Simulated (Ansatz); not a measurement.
A run of Ansatz 0.2.0:

Contents of input:

```
crystal:
  lattice:
    - [-1.657269, 1.657269, 1.657269]
    - [1.657269, -1.657269, 1.657269]
    - [1.657269, 1.657269, -1.657269]
  atoms:
    - { symbol: Au, position: [0.0, 0.0, 0.0] }
hamiltonian:
  xc: { exchange: pbe, correlation: pbe, exx: { coeff: 0.25, omega: 0.3 } }
  pseudopotentials: { kind: paw }
kpoints:
  mp_grid: { grid: [6, 6, 6] }
scf:
  occupations: { method: fermi_dirac, width: 0.05 }
output:
  forces: true
  stress: true
  eigenvalues: true
relax:
  f_tol: 0.01
  max_steps: 40
  cell: { stress_tol: 0.05 }
```

Hardware: 1 × NVIDIA H100 80GB HBM3 with 2 threads of AMD EPYC 7R13 Processor (Zen 3), with other jobs on the host.

Question: How long does it take, and how much memory?

Answer: It took 25 s on 1 × NVIDIA H100 80GB HBM3 with 2 threads of AMD EPYC 7R13 Processor (Zen 3), on a shared host, peak memory 1.6 GiB. Counts: scf iterations 73, plane waves 369, k points 16, bands 14, ion steps 5.
